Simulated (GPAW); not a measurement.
The system is Co.

```xyz
2
Lattice="2.4720 0.0000 0.0000 -1.2360 2.1408 0.0000 0.0000 0.0000 4.0211" Properties=species:S:1:pos:R:3 pbc="T T T"
Co    1.2360    0.7136    3.0159
Co    0.0000    1.4272    1.0053
```

Program: GPAW 26.7.0. Alike in all runs: task band structure; spin collinear, ferromagnetic start; cell as given; cutoff (eV) 600; smearing fermi-dirac 0.05 eV.

Problem. Order these runs on this cell by their pressure, lowest first.
A. level PBEsol; potentials or basis PAW data sets generated in the run's folder for this functional, pw; k mesh 10 × 10 × 6; band points 60
B. level BLYP; potentials or basis PAW data sets generated in the run's folder for this functional, pw; k mesh 12 × 12 × 7; band points 80; eigensolver davidson
C. level PBE; potentials or basis GPAW PAW data sets (gpaw-data 1.2.1), pw; k mesh 12 × 12 × 7; band points 60
D. level PBEsol+U; potentials or basis PAW data sets generated in the run's folder for this functional, pw; U Co d U = 4 eV; k mesh 10 × 10 × 6; band points 60
E. level PBEsol+U; potentials or basis PAW data sets generated in the run's folder for this functional, pw; U Co d U = 2 eV; k mesh 10 × 10 × 6; band points 60

Solution. A (-4.5 GPa), E (-2.2 GPa), C (4.8 GPa), D (10.1 GPa), B (13.9 GPa).

Caveats: the U is typed as a test and isn't derived for this compound (some runs).

Not every run made on this cell is shown here.
